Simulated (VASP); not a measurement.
# Fe2O3 (Hematite) (R-3c) in VASP: further runs, part 2 of 2

VASP 6.6.1.

### Step 3. Single point, PBE, collinear spin, ferromagnetic start

INCAR

```
ALGO = Normal ; EDIFF = 1E-6
ENCUT = 520 ; GGA = PE
ISIF = 2 ; ISMEAR = 0
ISPIN = 2 ; LASPH = True
LCHARG = False ; LMAXMIX = 4
LORBIT = 11 ; LREAL = False
LWAVE = False ; MAGMOM = 3 3 3 3 0 0 0 0 0 0
NBANDS = 49 ; NELM = 100
PREC = Accurate ; SIGMA = 0.015
```

KPOINTS

```
k-points
0
Gamma
  7 7 7
```

POSCAR

```
Fe2O3
1.0
    2.5190000000      1.4543453281      4.5906666667
   -2.5190000000      1.4543453281      4.5906666667
    0.0000000000     -2.9086906562      4.5906666667
Fe O
4 6
Direct
    0.3553000000      0.3553000000      0.3553000000
    0.1447000000      0.1447000000      0.1447000000
    0.6447000000      0.6447000000      0.6447000000
    0.8553000000      0.8553000000      0.8553000000
    0.5559000000      0.2500000000      0.9441000000
    0.2500000000      0.9441000000      0.5559000000
    0.9441000000      0.5559000000      0.2500000000
    0.4441000000      0.7500000000      0.0559000000
    0.7500000000      0.0559000000      0.4441000000
    0.0559000000      0.4441000000      0.7500000000
```

Potentials or basis: VASP PAW PBE potentials, release 64 (Fe, O).

Started as:

```console
$ cat potpaw_PBE.64/Fe/POTCAR potpaw_PBE.64/O/POTCAR > POTCAR
$ mpirun -np 1 vasp_std > vasp.out
```

OUTCAR:

```text
EDIFF = 1E-6
   ENCUT = 520
   GGA = PE
   ISIF = 2
   ISMEAR = 0
   ISPIN = 2
   LASPH = True
   LORBIT = 11
   LREAL = False
   NELM = 100
   PREC = Accurate

 ion  position               nearest neighbor table
   1  0.355  0.355  0.355-   9 1.95  10 1.95   8 1.95   7 2.12   5 2.12   6 2.12   2 2.90   3 2.97
                             3 2.97   3 2.97
   2  0.145  0.145  0.145-   8 1.95  10 1.95   9 1.95   7 2.12   5 2.12   6 2.12   1 2.90   4 2.97
                             4 2.97   4 2.97
   3  0.645  0.645  0.645-   6 1.95   7 1.95   5 1.95  10 2.12   9 2.12   8 2.12   4 2.90   1 2.97
                             1 2.97   1 2.97
   4  0.855  0.855  0.855-   5 1.95   7 1.95   6 1.95  10 2.12   9 2.12   8 2.12   3 2.90   2 2.97
                             2 2.97   2 2.97
   5  0.556  0.250  0.944-   4 1.95   3 1.95   1 2.12   2 2.12
   6  0.250  0.944  0.556-   3 1.95   4 1.95   1 2.12   2 2.12
   7  0.944  0.556  0.250-   3 1.95   4 1.95   1 2.12   2 2.12
   8  0.444  0.750  0.056-   2 1.95   1 1.95   3 2.12   4 2.12
   9  0.750  0.056  0.444-   1 1.95   2 1.95   3 2.12   4 2.12
  10  0.056  0.444  0.750-   1 1.95   2 1.95   3 2.12   4 2.12

  LATTYP: Found a trigonal (rhomboedric) cell.
 ALAT       =     5.4345838643
 COS(alpha) =     0.5703114900

  Lattice vectors:

 A1 = (   2.5190000000,   1.4543453281,   4.5906666667)
 A2 = (  -2.5190000000,   1.4543453281,   4.5906666667)
 A3 = (   0.0000000000,  -2.9086906562,   4.5906666667)

Analysis of symmetry for initial positions (statically):
=====================================================================
 Subroutine PRICEL returns:
 Original cell was already a primitive cell.

 Routine SETGRP: Setting up the symmetry group for a
 trigonal (rhombohedral) supercell.

 Subroutine GETGRP returns: Found 12 space group operations
 (whereof  6 operations were pure point group operations)
 out of a pool of 12 trial point group operations.

The static configuration has the point symmetry S_6 .
 The point group associated with its full space group is D_3d.

Analysis of symmetry for dynamics (positions and initial velocities):
=====================================================================
 Subroutine PRICEL returns:
 Original cell was already a primitive cell.

 Routine SETGRP: Setting up the symmetry group for a
 trigonal (rhombohedral) supercell.

 Subroutine GETGRP returns: Found 12 space group operations
 (whereof  6 operations were pure point group operations)
 out of a pool of 12 trial point group operations.

The dynamic configuration has the point symmetry S_6 .
 The point group associated with its full space group is D_3d.

Analysis of structural, dynamic, and magnetic symmetry:
=====================================================================
 Subroutine PRICEL returns:
 Original cell was already a primitive cell.

 Routine SETGRP: Setting up the symmetry group for a
 trigonal (rhombohedral) supercell.

 Subroutine GETGRP returns: Found 12 space group operations
 (whereof  6 operations were pure point group operations)
 out of a pool of 12 trial point group operations.

The overall configuration has the point symmetry S_6 .
 The point group associated with its full space group is D_3d.

 Subroutine INISYM returns: Found 12 space group operations
 (whereof  6 operations are pure point group operations),
 and found     1 'primitive' translations

----------------------------------------------------------------------------------------

[... 132 lines left out ...]
   LORBIT       =     11    0 simple, 1 ext, 2 COOP (PROOUT), +10 PAW based schemes
   GGA     = PE    functional components
   LHFCALC =     F    Hartree Fock is set to
   AEXX    =    0.0000 exact exchange contribution
   IVDW    =     0    specifies the selected vdW correction
   LEPSILON=     F    determine dielectric tensor
   LRPA    =     F    only Hartree local field effects (RPA)
 spin polarized calculation
 Gauss-broadening in eV      SIGMA  =   0.01
  energy-cutoff  :      520.00
  volume of cell :      100.91
 maximum number of plane-waves:      2744
   NGX = 21   NGY = 21   NGZ = 21

 number of electron      67.9999996 magnetization      13.6791484

 Free energy of the ion-electron system (eV)
  ---------------------------------------------------
  ext. energy  EPLUGINS =         0.00000000
  ---------------------------------------------------
  free energy    TOTEN  =       -73.57871514 eV

  energy without entropy =      -73.57703517  energy(sigma->0) =      -73.57787516

 E-fermi :   4.3336     XC(G=0): -11.6264

 val. band max:        4.3327084636   @ k =   0.1429   0.1429   0.1429
 cond. band min:       4.3339462509   @ k =   0.1429   0.0000  -0.0000
 fundamental gap:      0.0012377872
 Fermi energy:         4.3335992469

 spin component 1

 k-point     1 :       0.0000    0.0000    0.0000
  band No.  band energies     occupation
      1     -15.7385      1.00000
      2     -14.2442      1.00000
      3     -14.1631      1.00000
      4     -14.1631      1.00000
      5     -14.1385      1.00000
      6     -14.1385      1.00000
[... 1165 lines left out ...]
     45      10.1393      0.00000
     46      12.5008      0.00000

 [... further k-points ...]

 spin component 2

 k-point     1 :       0.0000    0.0000    0.0000
  band No.  band energies     occupation
      1     -15.4416      1.00000
      2     -13.9521      1.00000
      3     -13.8442      1.00000
      4     -13.8442      1.00000
      5     -13.8369      1.00000
      6     -13.8369      1.00000
[... 1165 lines left out ...]
     45      10.7494      0.00000
     46      13.0692      0.00000

 [... further k-points ...]

 [bands above 46 left out]

------------------------ aborting loop because EDIFF is reached ----------------------------------------

  FORCE on cell =-STRESS in cart. coord.  units (eV):
  Direction    XX          YY          ZZ          XY          YZ          ZX
  --------------------------------------------------------------------------------------
  -------------------------------------------------------------------------------------
  Total       -2.8519414     -2.8519414     -2.9323024     -0.0000000      0.0000000      0.0000000
  in kB      -45.2822989    -45.2822989    -46.5582473     -0.0000000      0.0000000      0.0000000
  external PRESSURE =     -45.7076150 kB  Pullay stress =       0.0000000 kB

 VOLUME and BASIS-vectors are now :
 -----------------------------------------------------------------------------
  energy-cutoff  :      520.00
  volume of cell :      100.91
      direct lattice vectors                 reciprocal lattice vectors
     2.519000000  1.454345328  4.590666667     0.198491465  0.114599101  0.072611095
    -2.519000000  1.454345328  4.590666667    -0.198491465  0.114599101  0.072611095
     0.000000000 -2.908690656  4.590666667     0.000000000 -0.229198201  0.072611095

 POSITION                                       TOTAL-FORCE (eV/Angst)
 -----------------------------------------------------------------------------------
      0.00000      0.00000      4.89319         0.000000     -0.000000     -0.905183
      0.00000      0.00000      1.99281         0.000000     -0.000000      0.905183
      0.00000      0.00000      8.87881         0.000000     -0.000000      0.905183
      0.00000      0.00000     11.77919         0.000000     -0.000000     -0.905183
      0.77056     -1.57404      8.03367         0.063169      0.109412     -0.000000
     -1.74844      0.11969      8.03367         0.063169     -0.109412     -0.000000
      0.97788      1.45435      8.03367        -0.126338     -0.000000     -0.000000
     -0.77056      1.57404      5.73833        -0.063169     -0.109412     -0.000000
      1.74844     -0.11969      5.73833        -0.063169      0.109412     -0.000000
     -0.97788     -1.45435      5.73833         0.126338     -0.000000     -0.000000
 -----------------------------------------------------------------------------------
    total drift:                               -0.000000      0.000000     -0.000000

  FREE ENERGIE OF THE ION-ELECTRON SYSTEM (eV)
  ---------------------------------------------------
  free  energy   TOTEN  =       -73.5787151419 eV

  energy  without entropy=      -73.5770351710  energy(sigma->0) =      -73.57787516

 total charge

# of ion       s       p       d       tot
------------------------------------------
    1        0.361   0.512   6.011   6.883
    2        0.361   0.512   6.011   6.883
    3        0.361   0.512   6.011   6.883
    4        0.361   0.512   6.011   6.883
    5        1.572   3.403   0.000   4.975
    6        1.572   3.403   0.000   4.975
    7        1.572   3.403   0.000   4.975
    8        1.572   3.403   0.000   4.975
    9        1.572   3.403   0.000   4.975
   10        1.572   3.403   0.000   4.975
--------------------------------------------------
tot         10.879  22.463  24.042  57.384

 magnetization (x)

# of ion       s       p       d       tot
------------------------------------------
    1        0.025   0.035   3.043   3.103
    2        0.025   0.035   3.043   3.103
    3        0.025   0.035   3.043   3.103
    4        0.025   0.035   3.043   3.103
    5        0.020   0.125   0.000   0.145
    6        0.020   0.125   0.000   0.145
    7        0.020   0.125   0.000   0.145
    8        0.020   0.125   0.000   0.145
    9        0.020   0.125   0.000   0.145
   10        0.020   0.125   0.000   0.145
--------------------------------------------------
tot          0.220   0.892  12.173  13.285
```

Wall time 7.4 min (1 thread of Intel Xeon Platinum 8488C (Sapphire Rapids), shared host); peak memory 0.48 GiB.

Results:

* Free energy: -73.5787 eV
* Pressure: -4.6 GPa
* Largest force: 0.905 eV/Å
* Band gap on the k mesh: none (metal or under the smearing width)
* Net moment: 13.68 μB per cell
* Site moments: Fe +3.10; O +0.14 μB
* Valence electrons inside the program's atomic spheres: Fe 6.88; O 4.97

Forces in eV/Å, atoms in the order of the input:
```
Fe   0.000  0.000 -0.905
Fe   0.000  0.000  0.905
Fe   0.000  0.000  0.905
Fe   0.000  0.000 -0.905
O    0.063  0.109  0.000
O    0.063 -0.109  0.000
O   -0.126  0.000  0.000
O   -0.063 -0.109  0.000
O   -0.063  0.109  0.000
O    0.126  0.000  0.000
```

Stress tensor (GPa, compression positive):
```
-4.53  0.00  0.00
 0.00 -4.53  0.00
 0.00  0.00 -4.66
```

Levels at points of the mesh, in eV from the Fermi level:
Spin up:
```
           k point  band 39  band 40  band 41  band 42  band 43  band 44
(0.00, 0.00, 0.00)    -0.65    -0.65     0.23     0.23     0.78     0.78
```
Spin down:
| k point | band 25 | band 26 | band 27 | band 28 | band 29 | band 30 |
| --- | --- | --- | --- | --- | --- | --- |
| (0.00, 0.00, 0.00) | -0.26 | -0.26 | -0.18 | 0.03 | 0.03 | 0.06 |

Caveat: semilocal functionals often make such compounds metallic where correlation or magnetic order opens a gap, which also shifts bond lengths; only a ferromagnetic start was run, and an antiferromagnetic order may lie lower in energy.

### Step 4. Single point, PBE, collinear spin, ferromagnetic start

INCAR

```
  PREC = Accurate
  ENCUT = 520
  EDIFF = 1E-6
  ISMEAR = 0
  SIGMA = 0.011
  LREAL = F
  LASPH = T
  NELM = 120
  ALGO = Normal
  ISIF = 2
  LWAVE = F
  LCHARG = F
  ISPIN = 2
  MAGMOM = 3 3 3 3 0 0 0 0 0 0
  LORBIT = 11
  LMAXMIX = 4
  GGA = PE
  NBANDS = 49
```

KPOINTS

```
Automatic mesh
0
Gamma
  7 7 7
```

POSCAR is that of step 3.

Started as:

```console
$ cat potpaw_PBE.64/Fe/POTCAR potpaw_PBE.64/O/POTCAR > POTCAR
$ mpirun -np 1 vasp_std > vasp.out
```

It took 6.6 min on 1 thread of Intel Xeon 6975P-C (Granite Rapids), shared host; peak memory 0.47 GiB.

Results (log left out):

- Free energy: -73.5783 eV
- Pressure: -4.5 GPa
- Largest force: 0.903 eV/Å
- Band gap on the k mesh: none (metal or under the smearing width)
- Net moment: 13.70 μB per cell
- Site moments: Fe +3.11; O +0.15 μB
- Valence electrons inside the program's atomic spheres: Fe 6.88; O 4.97

Forces on the atoms (eV/Å):
```
Fe   0.000  0.000 -0.903
Fe   0.000  0.000  0.903
Fe   0.000  0.000  0.903
Fe   0.000  0.000 -0.903
O    0.063  0.108  0.000
O    0.063 -0.108  0.000
O   -0.125  0.000  0.000
O   -0.063 -0.108  0.000
O   -0.063  0.108  0.000
O    0.125  0.000  0.000
```

Stress tensor (GPa, compression positive):
```
-4.49  0.00  0.00
 0.00 -4.49  0.00
 0.00  0.00 -4.63
```

Levels at points of the mesh, in eV from the Fermi level:
Spin up:
| k point | band 38 | band 39 | band 40 | band 41 | band 42 | band 43 | band 44 | band 45 |
| --- | --- | --- | --- | --- | --- | --- | --- | --- |
| (0.00, 0.00, 0.00) | -1.07 | -0.65 | -0.65 | 0.23 | 0.23 | 0.78 | 0.78 | 3.87 |
Spin down:
```
           k point  band 23  band 24  band 25  band 26  band 27  band 28  band 29  band 30  band 31  band 32
(0.00, 0.00, 0.00)    -2.50    -2.45    -0.26    -0.26    -0.18     0.03     0.03     0.06     0.06     0.30
```

Caveat: semilocal functionals often make such compounds metallic where correlation or magnetic order opens a gap, which also shifts bond lengths; only a ferromagnetic start was run, and an antiferromagnetic order may lie lower in energy. With open d or f shells a metallic result of PBE can be an artefact of self-interaction; +U or a hybrid may open a gap.

### Step 5. Single point, PBE, collinear spin, ferromagnetic start

INCAR

```
SYSTEM = Fe2O3
PREC     = Accurate       ! precision mode
ENCUT    = 520            ! plane-wave cutoff, eV
EDIFF    = 1E-7           ! SCF threshold, eV
ISMEAR   = 0              ! smearing method
SIGMA    = 0.014          ! smearing width, eV
LREAL    = .False.        ! projectors in reciprocal space
LASPH    = .True.         ! aspherical terms in the spheres
NELM     = 100            ! most SCF steps
ALGO     = Normal         ! electronic algorithm
ISIF     = 2              ! what is computed and relaxed
LWAVE    = .False.        ! write WAVECAR
LCHARG   = .True.         ! write CHGCAR
ISPIN    = 2              ! spin polarisation
MAGMOM   = 3 3 3 3 0 0 0 0 0 0 ! initial moments
LORBIT   = 11             ! projections on sites
LMAXMIX  = 4              ! l up to which the mixer works
GGA      = PE             ! functional
LELF     = .True.         ! ELF
LVHAR    = .True.       
NBANDS   = 49             ! bands
```

KPOINTS

```
Automatic mesh
0
Gamma
  7 7 7
  0 0 0
```

POSCAR is that of step 4.

Started as:

```console
$ cat potpaw_PBE.64/Fe/POTCAR potpaw_PBE.64/O/POTCAR > POTCAR
$ mpirun -np 1 vasp_std > vasp.out
```

Run time: 14 min. Hardware: 1 thread of AMD EPYC 7R13 (Zen 3), shared host; peak memory 0.45 GiB.

The run converged. Its results:

```
Free energy                                           : -73.5786 eV
Pressure                                              : -4.6 GPa
Largest force                                         : 0.905 eV/Å
Band gap on the k mesh                                : none (metal or under the smearing width)
Net moment                                            : 13.68 μB per cell
Site moments                                          : Fe +3.10; O +0.15 μB
Valence electrons inside the program's atomic spheres : Fe 6.88; O 4.97
```

Forces in eV/Å, atoms in the order of the input:
```
Fe   0.000  0.000 -0.905
Fe   0.000  0.000  0.905
Fe   0.000  0.000  0.905
Fe   0.000  0.000 -0.905
O    0.063  0.109  0.000
O    0.063 -0.109  0.000
O   -0.126  0.000  0.000
O   -0.063 -0.109  0.000
O   -0.063  0.109  0.000
O    0.126  0.000  0.000
```

Stress tensor (GPa, compression positive):
```
-4.56  0.00  0.00
 0.00 -4.56  0.00
 0.00  0.00 -4.69
```

Levels at points of the mesh, in eV from the Fermi level:
Spin up:
```tsv
k point	band 38	band 39	band 40	band 41	band 42	band 43	band 44	band 45
(0.00, 0.00, 0.00)	-1.06	-0.65	-0.65	0.23	0.23	0.78	0.78	3.87
```
Spin down:
| k point | band 24 | band 25 | band 26 | band 27 | band 28 | band 29 | band 30 | band 31 |
| --- | --- | --- | --- | --- | --- | --- | --- | --- |
| (0.00, 0.00, 0.00) | -2.45 | -0.26 | -0.26 | -0.18 | 0.03 | 0.03 | 0.06 | 0.06 |

Caveat: semilocal functionals often make such compounds metallic where correlation or magnetic order opens a gap, which also shifts bond lengths; only a ferromagnetic start was run, and an antiferromagnetic order may lie lower in energy. With open d or f shells a metallic result of PBE can be an artefact of self-interaction; +U or a hybrid may open a gap.

### Step 6. Summary

```tsv
smearing	gap on the mesh (eV)	pressure (GPa)	moment (μB)	largest force (eV/Å)
gaussian 0.015 eV	none	-4.6	13.68	0.91
gaussian 0.011 eV	none	-4.5	13.70	0.90
gaussian 0.014 eV	none	-4.6	13.68	0.90
```

Alike in all rows: task single point; level PBE; potentials or basis VASP PAW PBE potentials, release 64 (Fe, O); spin collinear, ferromagnetic start; cell as given; k mesh 7 × 7 × 7; cutoff (eV) 520.

Every run on the cell as given and a fine mesh finds a metal.

Caveats: semilocal functionals often make such compounds metallic where correlation or magnetic order opens a gap, which also shifts bond lengths; only a ferromagnetic start was run, and an antiferromagnetic order may lie lower in energy.

Total energies depend on the potentials used, so only differences within one code and one set of settings carry meaning.
